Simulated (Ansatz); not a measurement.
Density of states of MgO (Fm-3m) below the valence band maximum, PBEsol, rigid bands (Ansatz, an electronic-structure program); cell volume 18.7 Å³.

(energy from edge (eV), 10⁻³ states/eV/cell): (0.006, 121); (0.031, 268); (0.056, 363); (0.081, 441); (0.106, 512); (0.131, 581); (0.156, 643); (0.181, 709); (0.206, 768); (0.231, 838); (0.256, 893); (0.281, 957); (0.319, 1050); (0.344, 1120); (0.369, 1190); (0.394, 1270); (0.419, 1340); (0.444, 1420); (0.469, 1510); (0.494, 1610); (0.519, 1700); (0.544, 1820); (0.569, 1960); (0.594, 2100)

What effective density of states at 300 K does this give (∫ g(E) exp(−E/k_BT) dE, both spins, divided by the cell's size)?

3.1e20 cm⁻³, a density-of-states mass of 5.3 mₑ, valleys and band degeneracy included.

Spin-orbit coupling is left out. Geometry: cell and atoms relaxed with PBEsol.
